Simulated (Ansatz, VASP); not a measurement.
**Two plane-wave programs on GaP**

INCAR

```
SYSTEM = GaP
PREC = Accurate
ENCUT = 520
EDIFF = 1E-6
ISMEAR = 0
SIGMA = 0.05
LREAL = .False.
LASPH = .True.
NELM = 80
ALGO = Normal
ISIF = 2
LWAVE = .False.
LCHARG = .False.
GGA = PS
NBANDS = 16
```

The input KPOINTS:

```
regular mesh
0
Gamma
  10 10 10
  0 0 0
```

Contents of POSCAR:

```
GaP
1.0
    0.0000000000      2.5981243649      2.6685747380
    2.6685747380      0.0000000000      2.6685747380
    2.6685747380      2.5981243649      0.0000000000
Ga P
1 1
Direct
    0.0000000000      0.0000000000      0.0000000000
    0.7500000000      0.7500000000      0.7500000000
```

Input for Ansatz:

```yaml
crystal:
  lattice:
    - [0.0, 2.5981243649, 2.668574738]
    - [2.668574738, 0.0, 2.668574738]
    - [2.668574738, 2.5981243649, 0.0]
  atoms:
    - { symbol: Ga, position: [0.0, 0.0, 0.0] }
    - { symbol: P, position: [0.75, 0.75, 0.75] }
basis:
  ecutwfc: 420
kpoints:
  mp_grid: { grid: [10, 10, 10] }
hamiltonian:
  xc: pbesol
  pseudopotentials: { kind: paw, azcp: { folder: soft_1 } }
scf:
  occupations: { method: gaussian, width: 0.05 }
output:
  forces: true
  stress: true
  eigenvalues: true
```

Alike in both runs: task single point; functional PBEsol; k mesh 10 × 10 × 10; occupations gaussian, width 0.05 eV; no spin polarisation.

|  | VASP | Ansatz |
| --- | --- | --- |
| version | VASP 6.6.1 | Ansatz 0.2.0 |
| potentials or method | VASP PAW PBE potentials, release 64 (Ga_d, P) | scalar-relativistic, plane waves, PAW |
| plane-wave cutoff (eV) | 520 | 420 |
| valence electrons in the cell | 18 | 18 |

Ansatz gave:

```
gap on the k mesh at the Fermi level (eV)       : 1.04
least direct gap on the mesh (eV)               : 2.38
pressure (GPa)                                  : 8.5
largest component of the traceless stress (GPa) : 1.24
```

Task: Estimate VASP's values.

Result: gap on the k mesh at the Fermi level (eV): 1.05; least direct gap on the mesh (eV): 2.39; pressure (GPa): 8.3; largest component of the traceless stress (GPa): 1.25.

With one functional, cell and mesh, what is left measures potentials, basis and numerics. Ansatz warned: «pseudo_functional_mismatch».

Caveats: the PAW data sets were made with another functional, which shifts forces and pressure a little (VASP). A k mesh can miss the band edges.
